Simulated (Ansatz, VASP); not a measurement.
**HfN: VASP beside Ansatz**

```xyz
2
Lattice="0.0000 2.4548 2.4548 2.4548 0.0000 2.4548 2.4548 2.4548 0.0000" Properties=species:S:1:pos:R:3 pbc="T T T"
Hf    0.0000    0.0000    0.0000
N     1.2274    1.2274    1.2274
```

The cell comes from a database or a generator and needn't be the stable form of this composition.

Alike in both runs: task relaxation of cell and atoms; functional r2SCAN; k mesh 9 × 9 × 9; occupations fermi-dirac, width 0.05 eV; no spin polarisation.

|  | VASP | Ansatz |
| --- | --- | --- |
| version | VASP 6.6.1 | Ansatz 0.2.0 |
| potentials or method | VASP PAW PBE potentials, release 64 (Hf_pv, N) | Ansatz PAW |
| plane-wave cutoff (eV) | 600 | 500 |
| valence electrons in the cell | 15 | 31 |

|  | VASP | Ansatz | Ansatz less VASP |
| --- | --- | --- | --- |
| gap on the k mesh at the Fermi level, each at its own relaxed structure (eV) | none | none | - |
| relaxed volume (Å³/atom) | 14.54 | 14.63 | +0.089 |
| relaxed cell length with the largest relative difference (Å) | 3.452 | 3.458 | +0.0070 |
| energy change over the relaxation (meV/atom) | -3 | -1 | +1.7 |

A gap of «none» marks a metal or a gap that the smearing closes. The two sets of potentials don't hold the same shells in valence.

Caveats: the PAW data sets were made with another functional, which shifts forces and pressure a little (VASP); the plane-wave basis is chosen anew once the cell has moved, so the energies of steps on either side of that aren't comparable (Ansatz); the PAW data sets come from PBE, with cores solved anew for the run's functional, which leaves a small shift of forces and pressure (Ansatz). Spin-orbit coupling is left out, which matters for the levels of Hf.
